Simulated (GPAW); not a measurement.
A run of GPAW 26.7.0:

run.py

```python
from ase.eos import EquationOfState
from ase.io import Trajectory
from ase.spacegroup import crystal
from ase.units import GPa
from gpaw import GPAW, PW

# Cd 4a
# O 4b
atoms = crystal(['Cd', 'O'],
                basis=[[0.0, 0.0, 0.0],
                       [0.5, 0.0, 0.0]],
                spacegroup=225, setting=1,  # Fm-3m
                cellpar=[4.699, 4.699, 4.699, 90.0, 90.0, 90.0],
                primitive_cell=True)

traj = Trajectory('eos.traj', 'w')
volumes, energies = [], []
for x in [0.94, 0.96, 0.98, 1.0, 1.02, 1.04, 1.06]:
    a = atoms.copy()
    a.set_cell(atoms.cell * x**(1 / 3), scale_atoms=True)
    calc = GPAW(mode=PW(800),
                xc='mBEEF',
                kpts={'size': (8, 8, 8), 'gamma': True},
                occupations={'name': 'fermi-dirac', 'width': 0.05},
                nbands=18,
                convergence={'density': 1e-05, 'energy': 1e-05},
                maxiter=150,
                txt=f'eos-{x:.2f}.txt')
    a.calc = calc
    energies.append(a.get_potential_energy(force_consistent=True))
    volumes.append(a.get_volume())
    p = -a.get_stress()[:3].mean() / GPa
    calc.write(f'eos-{x:.2f}.gpw')
    traj.write(a)
    print(f'{x:.2f} {volumes[-1]:10.4f} A^3 {energies[-1]:14.6f} eV {p:9.3f} GPa', flush=True)

v0, e0, B = EquationOfState(volumes, energies, eos='birchmurnaghan').fit()
print(f'V0 = {v0:.4f} A^3, E0 = {e0:.6f} eV, B0 = {B / GPa:.2f} GPa')
```

Potentials or basis: GPAW PAW data sets (gpaw-data 1.2.1), pw.

Command:

```sh
$ OMP_NUM_THREADS=1 python run.py
```

Hardware: 1 thread of Arm Neoverse V2, with other jobs on the host.

Problem. Estimate the wall time of this run.

Solution. It took 5.7 min on 1 thread of Arm Neoverse V2, with other jobs on the host, peak memory 0.9 GiB. Counts: scf iterations 81, plane waves 1283, bands 18, k points 29.
